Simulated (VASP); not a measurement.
# NaH (Fm-3m) in VASP: a series of runs, part 2 of 2

VASP 6.6.1.

### 3 Relaxation of cell and atoms, LDA

The input, INCAR:

```
SYSTEM = NaH
PREC = Accurate
ENCUT = 600
EDIFF = 1E-6
ISMEAR = 0
SIGMA = 0.02
LREAL = .False.
LASPH = .True.
NELM = 100
ALGO = Fast
ISIF = 3
LWAVE = .False.
LCHARG = .False.
IBRION = 2
NSW = 70
EDIFFG = -0.005
```

The input, KPOINTS:

```
Automatic mesh
0
Gamma
  8 8 8
  0 0 0
```

The input, POSCAR:

```
NaH
1.0
    0.0000000000      2.4160403214      2.4160403214
    2.4160403214      0.0000000000      2.4160403214
    2.4160403214      2.4160403214      0.0000000000
Na H
1 1
Direct
    0.0000000000      0.0000000000      0.0000000000
    0.5000000000      0.5000000000      0.5000000000
```

Potentials or basis: VASP PAW LDA potentials, release 64 (Na_pv, H).

Launch:

```bash
$ cat potpaw_LDA.64/Na_pv/POTCAR potpaw_LDA.64/H/POTCAR > POTCAR
$ mpirun -np 1 vasp_std > vasp.out
```

OUTCAR:

```text
SYSTEM = NaH
   PREC = Accurate
   ENCUT = 600
   EDIFF = 1E-6
   ISMEAR = 0
   LREAL = .False.
   LASPH = .True.
   NELM = 100
   ISIF = 3
   IBRION = 2
   NSW = 70
   EDIFFG = -0.005

 ion  position               nearest neighbor table
   1  0.000  0.000  0.000-
   2  0.500  0.500  0.500-

  LATTYP: Found a face centered cubic cell.
 ALAT       =     4.8320806428

  Lattice vectors:

 A1 = (   0.0000000000,   2.4160403214,   2.4160403214)
 A2 = (   2.4160403214,   0.0000000000,   2.4160403214)
 A3 = (   2.4160403214,   2.4160403214,   0.0000000000)

Analysis of symmetry for initial positions (statically):
=====================================================================
 Subroutine PRICEL returns:
 Original cell was already a primitive cell.

 Routine SETGRP: Setting up the symmetry group for a
 face centered cubic supercell.

 Subroutine GETGRP returns: Found 48 space group operations
 (whereof 48 operations were pure point group operations)
 out of a pool of 48 trial point group operations.

The static configuration has the point symmetry O_h .

Analysis of symmetry for dynamics (positions and initial velocities):
=====================================================================
 Subroutine PRICEL returns:
 Original cell was already a primitive cell.

 Routine SETGRP: Setting up the symmetry group for a
 face centered cubic supercell.

 Subroutine GETGRP returns: Found 48 space group operations
 (whereof 48 operations were pure point group operations)
 out of a pool of 48 trial point group operations.

The dynamic configuration has the point symmetry O_h .

 Subroutine INISYM returns: Found 48 space group operations
 (whereof 48 operations are pure point group operations),
 and found     1 'primitive' translations

----------------------------------------------------------------------------------------

                                     Primitive cell

  volume of cell :      28.2061

  direct lattice vectors                    reciprocal lattice vectors
     0.000000000  2.416040321  2.416040321    -0.206950189  0.206950189  0.206950189
     2.416040321  0.000000000  2.416040321     0.206950189 -0.206950189  0.206950189
     2.416040321  2.416040321  0.000000000     0.206950189  0.206950189 -0.206950189

  length of vectors
     3.416796990  3.416796990  3.416796990     0.358448241  0.358448241  0.358448241

  position of ions in fractional coordinates (direct lattice)
     0.000000000  0.000000000  0.000000000
     0.500000000  0.500000000  0.500000000

  ion indices of the primitive-cell ions
   primitive index   ion index
                 1           1
                 2           2

----------------------------------------------------------------------------------------

 KPOINTS: Automatic mesh

Automatic generation of k-mesh.
 Grid dimensions read from file:
 generate k-points for:    8    8    8

 Generating k-lattice:

[... 23 lines left out ...]
  0.125000  0.125000  0.000000      6.000000
[... 16 lines left out ...]
  0.500000  0.250000  0.125000     48.000000
 -0.375000  0.250000  0.125000     24.000000
 [... further k-points ...]
   k-points           NKPTS =     29   k-points in BZ     NKDIM =     29   number of bands    NBANDS=      8
   number of dos      NEDOS =    301   number of ions     NIONS =      2
   total plane-waves  NPLWV =  21952
   dimension x,y,z NGX =    28 NGY =   28 NGZ =   28
   dimension x,y,z NGXF=    56 NGYF=   56 NGZF=   56
   ions per type =               1   1
   NGX,Y,Z   is equivalent  to a cutoff of  13.62, 13.62, 13.62 a.u.
   NGXF,Y,Z  is equivalent  to a cutoff of  27.25, 27.25, 27.25 a.u.
 SYSTEM =  NaH
   PREC   = accura    normal or accurate (medium, high low for compatibility)
   ISTART =      0    job   : 0-new  1-cont  2-samecut
   ICHARG =      2    charge: 1-file 2-atom 10-const
   ISPIN  =      1    spin polarized calculation?
   LNONCOLLINEAR =      F non collinear calculations
   LSORBIT =      F    spin-orbit coupling
   LASPH  =      T    aspherical Exc in radial PAW
   ENCUT  =  600.0 eV  44.10 Ry    6.64 a.u.   6.82  6.82  6.82*2*pi/ulx,y,z
   NELM   =    100;   NELMIN=  2; NELMDL= -5     # of ELM steps
   EDIFF  = 0.1E-05   stopping-criterion for ELM
   LREAL  =      F    real-space projection
   EDIFFG = -.5E-02   stopping-criterion for IOM
   NSW    =     70    number of steps for IOM
   IBRION =      2    ionic relax: 0-MD 1-quasi-New 2-CG
   NFREE  =      1    steps in history (QN), initial steepest desc. (CG)
   ISIF   =      3    stress and relaxation
   ISYM   =      2    0-nonsym 1-usesym 2-fastsym
   POTIM  = 0.5000    time-step for ionic-motion
   TEBEG  =    0.0;   TEEND  =   0.0 temperature during run
   PSTRESS=    0.0 pullay stress
   NELECT =       8.0000    total number of electrons
   NUPDOWN=      -1.0000    fix difference up-down
   EMIN   =  10.00;   EMAX   =-10.00  energy-range for DOS
   EFERMI =   0.00;   METHOD = LEGACY
   ISMEAR =     0;   SIGMA  =   0.02  broadening in eV -4-tet -1-fermi 0-gaus
   EFERMI_NEDOS =   21; number of points for ismear=-14 and -15
   IALGO  =     68    algorithm
   IMIX   =      4    mixing-type and parameters
     AMIX     =   0.40;   BMIX     =  1.00
     AMIX_MAG =   1.60;   BMIX_MAG =  1.00
  volume/ion in A,a.u.               =      14.10        95.17
  Fermi-wavevector in a.u.,A,eV,Ry     =   1.075616  2.032620 15.741262  1.156950
  Thomas-Fermi vector in A             =   2.211478
   LORBIT       =      0    0 simple, 1 ext, 2 COOP (PROOUT), +10 PAW based schemes
   GGA     = CA    functional components
   LHFCALC =     F    Hartree Fock is set to
   AEXX    =    0.0000 exact exchange contribution
   IVDW    =     0    specifies the selected vdW correction
   LEPSILON=     F    determine dielectric tensor
   LRPA    =     F    only Hartree local field effects (RPA)
 conjugate gradient relaxation of ions
 non-spin polarized calculation
 RMM-DIIS sequential band-by-band and
 Gauss-broadening in eV      SIGMA  =   0.02
  energy-cutoff  :      600.00
  volume of cell :       28.21
 maximum number of plane-waves:       960
   NGX = 13   NGY = 13   NGZ = 13

--------------------------------------- Ionic step        1  -------------------------------------------

 number of electron       7.9999995 magnetization

 Free energy of the ion-electron system (eV)
  ---------------------------------------------------
  ext. energy  EPLUGINS =         0.00000000
  ---------------------------------------------------
  free energy    TOTEN  =        -5.39228649 eV

  energy without entropy =       -5.39228649  energy(sigma->0) =       -5.39228649

------------------------ aborting loop because EDIFF is reached ----------------------------------------

  FORCE on cell =-STRESS in cart. coord.  units (eV):
  Direction    XX          YY          ZZ          XY          YZ          ZX
  --------------------------------------------------------------------------------------
  -------------------------------------------------------------------------------------
  Total       -0.3742947     -0.3742947     -0.3742947      0.0000000      0.0000000      0.0000000
  in kB      -21.2609068    -21.2609068    -21.2609068      0.0000000      0.0000000      0.0000000
  external PRESSURE =     -21.2609068 kB  Pullay stress =       0.0000000 kB
[... 95 lines left out ...]
--------------------------------------- Ionic step        4  -------------------------------------------

 number of electron       8.0000002 magnetization

 Free energy of the ion-electron system (eV)
  ---------------------------------------------------
  ext. energy  EPLUGINS =         0.00000000
  ---------------------------------------------------
  free energy    TOTEN  =        -5.40917796 eV

  energy without entropy =       -5.40917796  energy(sigma->0) =       -5.40917796

 E-fermi :  -0.7962     XC(G=0):  -8.5612

 val. band max:       -0.9120469686   @ k =  -0.2500   0.5000   0.2500
 cond. band min:       2.6356214656   @ k =   0.5000   0.0000   0.0000
 fundamental gap:      3.5476684342
 Fermi energy:        -0.7961919071

 k-point     1 :       0.0000    0.0000    0.0000
  band No.  band energies     occupation
      1     -22.9398      2.00000
      2     -22.9398      2.00000
      3     -22.9398      2.00000
      4      -4.9686      2.00000
      5      10.3000      0.00000
      6      14.9406      0.00000
      7      14.9406      0.00000
      8      14.9406      0.00000
[... 243 lines left out ...]
 k-point    24 :      -0.3750    0.2500    0.1250
  band No.  band energies     occupation
      1     -23.0524      2.00000
      2     -22.9883      2.00000
      3     -22.9660      2.00000
      4      -1.4595      2.00000
      5       3.4661      0.00000
      6       6.9611      0.00000
      7      10.3388      0.00000
      8      14.5713      0.00000

 [... further k-points ...]
[... 5 lines left out ...]
  --------------------------------------------------------------------------------------
  -------------------------------------------------------------------------------------
  Total        0.0092590      0.0092590      0.0092590      0.0000000      0.0000000     -0.0000000
  in kB        0.5757127      0.5757127      0.5757127      0.0000000      0.0000000     -0.0000000
  external PRESSURE =       0.5757127 kB  Pullay stress =       0.0000000 kB
[... 17 lines left out ...]
  FREE ENERGIE OF THE ION-ELECTRON SYSTEM (eV)
  ---------------------------------------------------
  free  energy   TOTEN  =        -5.4091779594 eV

  energy  without entropy=       -5.4091779594  energy(sigma->0) =       -5.40917796

 reached required accuracy - stopping structural energy minimisation
```

OSZICAR:

```text
N       E                     dE             d eps       ncg     rms          rms(c)
DAV:   1     0.184756141865E+02    0.18476E+02   -0.51967E+03   464   0.112E+03
DAV:   2    -0.532555552756E+01   -0.23801E+02   -0.23801E+02   488   0.137E+02
DAV:   3    -0.580379393874E+01   -0.47824E+00   -0.47824E+00   608   0.269E+01
[... 34 lines left out ...]
RMM:   3    -0.540939430480E+01    0.38750E-02   -0.36886E-03   489   0.114E+00    0.386E-02
RMM:   4    -0.540919301753E+01    0.20129E-03   -0.15933E-04   490   0.205E-01    0.958E-03
RMM:   5    -0.540918408816E+01    0.89294E-05   -0.40544E-05   499   0.971E-02    0.304E-03
RMM:   6    -0.540917797553E+01    0.61126E-05   -0.70918E-06   476   0.524E-02    0.109E-03
RMM:   7    -0.540917795939E+01    0.16144E-07   -0.13728E-06   348   0.204E-02
   4 F= -.54091780E+01 E0= -.54091780E+01  d E =-.168915E-01
```

CONTCAR:

```text
NaH
   1.00000000000000
    -0.0000000000000000    2.3442993575440911    2.3442993575440911
     2.3442993575440911    0.0000000000000000    2.3442993575440911
     2.3442993575440911    2.3442993575440911    0.0000000000000000
  Na              H
     1     1
Direct
     0.0000000000000000    0.0000000000000000    0.0000000000000000
     0.5000000000000000    0.5000000000000000    0.5000000000000000

  0.00000000E+00  0.00000000E+00  0.00000000E+00
  0.00000000E+00  0.00000000E+00  0.00000000E+00
```

Run time: 25 s. Hardware: 1 thread of Intel Xeon Platinum 8488C (Sapphire Rapids), shared host; peak memory 0.14 GiB.

Results:

| Property | Result |
| --- | --- |
| Free energy | -5.4092 eV |
| Relaxed volume | 12.88 Å³/atom |
| Relaxed cell | a = 3.315 Å, b = 3.315 Å, c = 3.315 Å, α = 60.00°, β = 60.00°, γ = 60.00° |
| Space group after relaxing (to 0.05 Å) | Fm-3m (No. 225) |
| Energy gained by relaxing | 8.4 meV/atom |
| Ionic steps | 4 |
| Pressure after relaxing | 0.1 GPa |
| Band gap on the k mesh | 3.55 eV, indirect (least direct gap 4.51 eV) |

Step by step:
| step | energy change (eV) | largest force (eV/Å) | pressure (GPa) | volume (Å³) |
| --- | --- | --- | --- | --- |
| 1 | 0.0000 | 0.0000 | -2.13 | 28.21 |
| 2 | -0.0086 | 0.0000 | -1.71 | 27.45 |
| 3 | -0.0159 | 0.0000 | 0.58 | 25.26 |
| 4 | -0.0169 | 0.0000 | 0.06 | 25.77 |

Final structure:
```xyz
2
Lattice="0.0000 2.3443 2.3443 2.3443 0.0000 2.3443 2.3443 2.3443 0.0000" Properties=species:S:1:pos:R:3 pbc="T T T"
Na    0.0000    0.0000    0.0000
H     2.3443    2.3443    2.3443
```

Levels at points of the mesh, in eV from the valence-band top:
```
           k point  band 1  band 2  band 3  band 4  band 5  band 6  band 7  band 8
(0.00, 0.00, 0.00)  -22.03  -22.03  -22.03   -4.06   11.21   15.85   15.85   15.85
(0.50, 0.00, 0.00)  -22.16  -22.04  -22.04   -0.96    3.55   11.21   13.63   13.63
(0.50, 0.50, 0.00)  -22.15  -22.07  -22.07   -0.22    4.47    9.99   10.89   10.89
```

A k mesh can miss the band edges. Zero-point motion and thermal expansion aren't in these numbers.
